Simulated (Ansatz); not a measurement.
## PbSe: energy along a strain

PbSe, Fm-3m, a = 6.124 Å (as given, not relaxed at this level: 2.4 GPa). Ansatz: PBE, PAW, 420 eV, Γ-centred 10×10×10 mesh on 2 atoms, Gaussian smearing 0.03 eV; no spin polarisation. Cell vectors (Å): 0.000 3.062 3.062; 3.062 0.000 3.062; 3.062 3.062 0.000. The cell is strained by x per cent times the pattern (1 -1 0 0 0 0) in the order xx yy zz yz xz xy (engineering shears), with fractional coordinates held. y is the free energy over the start, V0 = 28.713 Å³/atom. Symmetry makes y even in x.

```
x (%) y (meV/atom)
-4.00         37.86
-2.00          9.36
 0.00          0.00
 0.50          0.58
 1.00          2.33
 1.50          5.25
 2.50         14.65
 3.00         21.15
 3.50             ?
```

Q: Fit y = c2 x² + c4 x⁴ to the other rows, get the stiffness along the pattern, and predict the missing energy.

A: Least squares on the rows shown. y = 2.3296 x² + 0.0022876 x⁴. The clamped-ion stiffness p·C·p = 2 × 23.30 eV × 160.2 / 28.713 Å³ = 260 GPa (second derivative at the start, which stands under stress). At x = 3.50 the fit asked for gives 28.88 meV/atom. The run gave 28.88 meV/atom, the same to the digits shown.

Spin–orbit coupling is left out, which can shift energies with elements as heavy as these.